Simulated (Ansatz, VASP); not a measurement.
**Two plane-wave programs on AlNi**

```
Al Ni
1.0
     2.89272    0.00000    0.00000
     0.00000    2.89272    0.00000
     0.00000    0.00000    2.89272
Al Ni
1 1
Direct
  0.00000 0.00000 0.00000
  0.50000 0.50000 0.50000
```

Alike in both runs: task single point; functional PBE; k mesh 16 × 16 × 16; occupations gaussian, width 0.15 eV; no spin polarisation.

|  | VASP | Ansatz |
| --- | --- | --- |
| version | VASP 6.6.1 | Ansatz 0.2.0 |
| potentials or method | VASP PAW PBE potentials, release 64 (Al, Ni) | scalar-relativistic, plane waves, PAW |
| plane-wave cutoff (eV) | 520 | 520 |
| valence electrons in the cell | 13 | 21 |

|  | VASP | Ansatz | Ansatz less VASP |
| --- | --- | --- | --- |
| gap on the k mesh at the Fermi level (eV) | none | none | - |
| pressure (GPa) | 0.0 | 0.0 | -0.04 |

A gap of «none» marks a metal or a gap that the smearing closes. The two sets of potentials don't hold the same shells in valence.

Spin polarisation is off, so any magnetic state and its effect on volume and gap are missing.
